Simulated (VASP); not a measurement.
# Na (Pm-3m) in VASP: further runs, part 2 of 2

VASP 6.6.1. The steps go on from the part before.

## (4) Single point, BLYP

This run uses another cell than the first one, of 39.87 Å³/atom, 0.960 times its volume.

INCAR

```
SYSTEM = Na
AGGAC = 1.0
AGGAX = 1.0
ALDAC = 0.0
ALDAX = 1.0
ALGO = Fast
EDIFF = 1E-6
ENCUT = 520
GGA = B5
ISIF = 2
ISMEAR = -1
LASPH = .TRUE.
LCHARG = .FALSE.
LREAL = .FALSE.
LWAVE = .FALSE.
NBANDS = 10
NELM = 80
PREC = Accurate
SIGMA = 0.1
```

KPOINTS

```
k-points
0
G
  10 10 10
  0 0 0
```

POSCAR

```
Na
1.0
    3.4161906484      0.0000000000      0.0000000000
    0.0000000000      3.4161906484      0.0000000000
    0.0000000000      0.0000000000      3.4161906484
Na
1
Direct
    0.0000000000      0.0000000000      0.0000000000
```

Potentials or basis: VASP PAW PBE potentials, release 64 (Na_pv).

The run is started by

```console
$ cat potpaw_PBE.64/Na_pv/POTCAR > POTCAR
$ mpirun -np 1 vasp_std > vasp.out
```

OUTCAR:

```text
SYSTEM = Na
   EDIFF = 1E-6
   ENCUT = 520
   GGA = B5
   ISIF = 2
   ISMEAR = -1
   LASPH = .TRUE.
   LREAL = .FALSE.
   NELM = 80
   PREC = Accurate

 ion  position               nearest neighbor table
   1  0.000  0.000  0.000-

  LATTYP: Found a simple cubic cell.
 ALAT       =     3.4161906484

  Lattice vectors:

 A1 = (   3.4161906484,   0.0000000000,   0.0000000000)
 A2 = (   0.0000000000,   3.4161906484,   0.0000000000)
 A3 = (   0.0000000000,   0.0000000000,   3.4161906484)

Analysis of symmetry for initial positions (statically):
=====================================================================
 Subroutine PRICEL returns:
 Original cell was already a primitive cell.

 Routine SETGRP: Setting up the symmetry group for a
 simple cubic supercell.

 Subroutine GETGRP returns: Found 48 space group operations
 (whereof 48 operations were pure point group operations)
 out of a pool of 48 trial point group operations.

The static configuration has the point symmetry O_h .

Analysis of symmetry for dynamics (positions and initial velocities):
=====================================================================
 Subroutine PRICEL returns:
 Original cell was already a primitive cell.

 Routine SETGRP: Setting up the symmetry group for a
 simple cubic supercell.

 Subroutine GETGRP returns: Found 48 space group operations
 (whereof 48 operations were pure point group operations)
 out of a pool of 48 trial point group operations.

The dynamic configuration has the point symmetry O_h .

 Subroutine INISYM returns: Found 48 space group operations
 (whereof 48 operations are pure point group operations),
 and found     1 'primitive' translations

----------------------------------------------------------------------------------------

                                     Primitive cell

  volume of cell :      39.8682

  direct lattice vectors                    reciprocal lattice vectors
     3.416190648  0.000000000  0.000000000     0.292723710  0.000000000  0.000000000
     0.000000000  3.416190648  0.000000000     0.000000000  0.292723710  0.000000000
     0.000000000  0.000000000  3.416190648     0.000000000  0.000000000  0.292723710

  length of vectors
     3.416190648  3.416190648  3.416190648     0.292723710  0.292723710  0.292723710

  position of ions in fractional coordinates (direct lattice)
     0.000000000  0.000000000  0.000000000

  ion indices of the primitive-cell ions
   primitive index   ion index
                 1           1

----------------------------------------------------------------------------------------

 KPOINTS: k-points

Automatic generation of k-mesh.
 Grid dimensions read from file:
 generate k-points for:   10   10   10

 Generating k-lattice:

  Cartesian coordinates                     Fractional coordinates (reciprocal lattice)
     0.029272371  0.000000000  0.000000000     0.100000000  0.000000000  0.000000000
     0.000000000  0.029272371  0.000000000     0.000000000  0.100000000  0.000000000
     0.000000000  0.000000000  0.029272371     0.000000000  0.000000000  0.100000000

  Length of vectors
     0.029272371  0.029272371  0.029272371

  Shift w.r.t. Gamma in fractional coordinates (k-lattice)
     0.000000000  0.000000000  0.000000000

 Subroutine IBZKPT returns following result:
 ===========================================

 Found     56 irreducible k-points:

 Following reciprocal coordinates:
            Coordinates               Weight
  0.000000  0.000000  0.000000      1.000000
  0.100000  0.000000  0.000000      6.000000
  0.200000  0.000000  0.000000      6.000000
  0.300000  0.000000  0.000000      6.000000
  0.400000  0.000000  0.000000      6.000000
  0.500000  0.000000  0.000000      3.000000
[... 16 lines left out ...]
  0.200000  0.100000  0.100000     24.000000
  0.300000  0.100000  0.100000     24.000000
 [... further k-points ...]
   k-points           NKPTS =     56   k-points in BZ     NKDIM =     56   number of bands    NBANDS=     10
   number of dos      NEDOS =    301   number of ions     NIONS =      1
   total plane-waves  NPLWV =  21952
   dimension x,y,z NGX =    28 NGY =   28 NGZ =   28
   dimension x,y,z NGXF=    56 NGYF=   56 NGZF=   56
   ions per type =               1
   NGX,Y,Z   is equivalent  to a cutoff of  13.63, 13.63, 13.63 a.u.
   NGXF,Y,Z  is equivalent  to a cutoff of  27.25, 27.25, 27.25 a.u.
 SYSTEM =  Na
   PREC   = accura    normal or accurate (medium, high low for compatibility)
   ISTART =      0    job   : 0-new  1-cont  2-samecut
   ICHARG =      2    charge: 1-file 2-atom 10-const
   ISPIN  =      1    spin polarized calculation?
   LNONCOLLINEAR =      F non collinear calculations
   LSORBIT =      F    spin-orbit coupling
   LASPH  =      T    aspherical Exc in radial PAW
   ENCUT  =  520.0 eV  38.22 Ry    6.18 a.u.   6.35  6.35  6.35*2*pi/ulx,y,z
   NELM   =     80;   NELMIN=  2; NELMDL= -5     # of ELM steps
   EDIFF  = 0.1E-05   stopping-criterion for ELM
   LREAL  =      F    real-space projection
[... 7 lines left out ...]
   TEBEG  =    0.0;   TEEND  =   0.0 temperature during run
   PSTRESS=    0.0 pullay stress
   NELECT =       7.0000    total number of electrons
   NUPDOWN=      -1.0000    fix difference up-down
   EMIN   =  10.00;   EMAX   =-10.00  energy-range for DOS
   EFERMI =   0.00;   METHOD = LEGACY
   ISMEAR =    -1;   SIGMA  =   0.10  broadening in eV -4-tet -1-fermi 0-gaus
   EFERMI_NEDOS =   21; number of points for ismear=-14 and -15
   IALGO  =     68    algorithm
   IMIX   =      4    mixing-type and parameters
     AMIX     =   0.40;   BMIX     =  1.00
     AMIX_MAG =   1.60;   BMIX_MAG =  1.00
  volume/ion in A,a.u.               =      39.87       269.04
  Fermi-wavevector in a.u.,A,eV,Ry     =   0.916710  1.732331 11.433760  0.840358
  Thomas-Fermi vector in A             =   2.041597
   LORBIT       =      0    0 simple, 1 ext, 2 COOP (PROOUT), +10 PAW based schemes
   GGA     = B5    functional components
   LHFCALC =     F    Hartree Fock is set to
   AEXX    =    0.0000 exact exchange contribution
   IVDW    =     0    specifies the selected vdW correction
   LEPSILON=     F    determine dielectric tensor
   LRPA    =     F    only Hartree local field effects (RPA)
 non-spin polarized calculation
 RMM-DIIS sequential band-by-band and
  energy-cutoff  :      520.00
  volume of cell :       39.87
 maximum number of plane-waves:      1108
 NGX is ok and might be reduce to    28
   NGX = 13   NGY = 13   NGZ = 13

 number of electron       7.0000015 magnetization

 Free energy of the ion-electron system (eV)
  ---------------------------------------------------
  ext. energy  EPLUGINS =         0.00000000
  ---------------------------------------------------
  free energy    TOTEN  =        -0.84044579 eV

  energy without entropy =       -0.82434898  energy(sigma->0) =       -0.83239738

 E-fermi :   0.6079     XC(G=0):  -5.9036

 val. band max:        0.6023354237   @ k =   0.5000   0.0000   0.0000
 cond. band min:       0.6583638693   @ k =   0.4000   0.3000   0.0000
 fundamental gap:      0.0560284455
 Fermi energy:         0.6078816106

 k-point     1 :       0.0000    0.0000    0.0000
  band No.  band energies     occupation
      1     -24.9044      2.00000
      2     -24.9044      2.00000
      3     -24.9044      2.00000
      4      -2.5843      2.00000
      5       8.7315      0.00000
      6       8.7315      0.00000
      7       9.9238      0.00000
      8       9.9238      0.00000
      9       9.9238      0.00000
     10      12.8945      0.00000

 k-point     2 :       0.1000    0.0000    0.0000
  band No.  band energies     occupation
      1     -24.9088      2.00000
      2     -24.9040      2.00000
      3     -24.9040      2.00000
      4      -2.4512      2.00000
      5       7.2930      0.00000
      6       8.8507      0.00000
      7      10.0309      0.00000
      8      10.0309      0.00000
      9      10.8927      0.00000
     10      13.6816      0.00000
[... 274 lines left out ...]
 k-point    24 :       0.3000    0.1000    0.1000
  band No.  band energies     occupation
      1     -24.9337      2.00000
      2     -24.9059      2.00000
      3     -24.9056      2.00000
      4      -1.1372      2.00000
      5       3.8584      0.00000
      6       8.1840      0.00000
      7       9.3939      0.00000
      8      12.4608      0.00000
      9      13.7305      0.00000
     10      13.7342      0.00000

 [... further k-points ...]
[... 5 lines left out ...]
  --------------------------------------------------------------------------------------
  -------------------------------------------------------------------------------------
  Total        0.0439860      0.0439860      0.0439860      0.0000000      0.0000000     -0.0000000
  in kB        1.7676608      1.7676608      1.7676608      0.0000000      0.0000000     -0.0000000
  external PRESSURE =       1.7676608 kB  Pullay stress =       0.0000000 kB

 VOLUME and BASIS-vectors are now :
 -----------------------------------------------------------------------------
  energy-cutoff  :      520.00
  volume of cell :       39.87
      direct lattice vectors                 reciprocal lattice vectors
     3.416190648  0.000000000  0.000000000     0.292723710  0.000000000  0.000000000
     0.000000000  3.416190648  0.000000000     0.000000000  0.292723710  0.000000000
     0.000000000  0.000000000  3.416190648     0.000000000  0.000000000  0.292723710

 POSITION                                       TOTAL-FORCE (eV/Angst)
 -----------------------------------------------------------------------------------
      0.00000      0.00000      0.00000         0.000000      0.000000      0.000000
 -----------------------------------------------------------------------------------
    total drift:                               -0.000000     -0.000000     -0.000000

  FREE ENERGIE OF THE ION-ELECTRON SYSTEM (eV)
  ---------------------------------------------------
  free  energy   TOTEN  =        -0.8404457851 eV

  energy  without entropy=       -0.8243489849  energy(sigma->0) =       -0.83239738
```

Run time: 9.1 s. Hardware: 1 thread of Intel Xeon 6975P-C (Granite Rapids), shared host; peak memory 0.15 GiB.

Results:

| Property | Result |
| --- | --- |
| Free energy | -0.8404 eV |
| Pressure | 0.2 GPa |
| Band gap on the k mesh | none (metal or under the smearing width) |

Caveat: the PAW data sets were made with another functional, which shifts forces and pressure a little.

## (5) Overview

| cell | k mesh | gap on the mesh (eV) | pressure (GPa) |
| --- | --- | --- | --- |
| Pm-3m, 41.53 Å³/atom | 15 × 15 × 15 | none | 0.0 |
| Pm-3m, 36.55 Å³/atom | 10 × 10 × 10 | none | 0.8 |
| Pm-3m, 39.87 Å³/atom | 10 × 10 × 10 | none | 0.2 |

Alike in all rows: task single point; level BLYP; potentials or basis VASP PAW PBE potentials, release 64 (Na_pv); no spin polarisation; cutoff (eV) 520; smearing fermi-dirac 0.1 eV.

Every run on the cell as given and a fine mesh finds a metal.

Caveats: the PAW data sets were made with another functional, which shifts forces and pressure a little.

Absolute energies hang on the potentials; compare differences alone.
